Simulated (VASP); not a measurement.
A run of VASP 6.6.1 is set up as follows.

POSCAR

```
EuO
1.0
   -2.5238312015     -2.5238312015      5.0476624030
   -5.0476624030     -2.5238312015      2.5238312015
   -2.5238312015     -5.0476624030      2.5238312015
Eu O
2 2
Direct
    0.0000000000      0.0000000000      0.0000000000
    0.5000000000      0.5000000000      0.5000000000
    1.2500000000     -0.7500000000     -0.7500000000
    1.7500000000     -0.2500000000     -0.2500000000
```

Contents of INCAR.step1:

```
SYSTEM = EuO
PREC = Accurate
ENCUT = 800
ISMEAR = 0
SIGMA = 0.05
LREAL = .False.
LASPH = .True.
NELM = 200
ISPIN = 2
MAGMOM = 7 7 0 0
LMAXMIX = 6
NBANDS = 35
GGA = PE
ALGO = Normal
EDIFF = 1E-5
LWAVE = .True.
LCHARG = .False.
GGA_COMPAT = .False.
KPAR = 4
```

Contents of INCAR.step2:

```
SYSTEM = EuO
PREC = Accurate
ENCUT = 800
EDIFF = 1E-6
ISMEAR = 0
SIGMA = 0.05
LREAL = .False.
LASPH = .True.
NELM = 200
ALGO = Normal
ISIF = 2
LWAVE = .False.
LCHARG = .False.
ISPIN = 2
MAGMOM = 7 7 0 0
LORBIT = 11
LMAXMIX = 6
METAGGA = R2SCAN
LMIXTAU = .True.
NBANDS = 35
ISTART = 1
GGA_COMPAT = .False.
KPAR = 4
```

The input KPOINTS:

```
Automatic mesh
0
Gamma
  8 8 8
  0 0 0
```

Potentials or basis: VASP PAW PBE potentials, release 64 (Eu, O).

Run with:

```sh
$ cat potpaw_PBE.64/Eu/POTCAR potpaw_PBE.64/O/POTCAR > POTCAR
$ cp INCAR.step1 INCAR
$ mpirun -np 4 vasp_std > vasp.out
$ cp INCAR.step2 INCAR
$ mpirun -np 4 vasp_std > vasp.out
```

Task: Predict the site moments.

Result: Eu +6.53; O -0.11 μB.

Task: What does it give for the net moment?

Result: 13.95 μB per cell.

Task: Estimate the pressure.

Result: -0.4 GPa.

Caveat: the PAW data sets were made with another functional, which shifts forces and pressure a little; spin-orbit coupling is left out, which moves the levels of the heavy elements; semilocal functionals describe open f shells poorly, which spoils levels, moments and volumes. The state reached can hang on the start; a lower one may exist.

**The experiment to reproduce.**

From a printed reference work, monograph, for a bulk crystal of EuO at 300 K: band gap 1.115 eV (optical).

Against the measured gap of EuO, 1.115 eV (optical; 300 K; a printed reference work, monograph), the calculated 0.00 eV is off by -1.11 eV. So large a miss can be the level of theory's own, or it may mean another phase, state or a wrong row. Spin-orbit coupling on Eu is left out. The value is that of r2SCAN on a finite k mesh, which can miss the band edges, without temperature or zero-point motion. The run's magnetic order (collinear spin, ferromagnetic start) needn't be the measured crystal's.
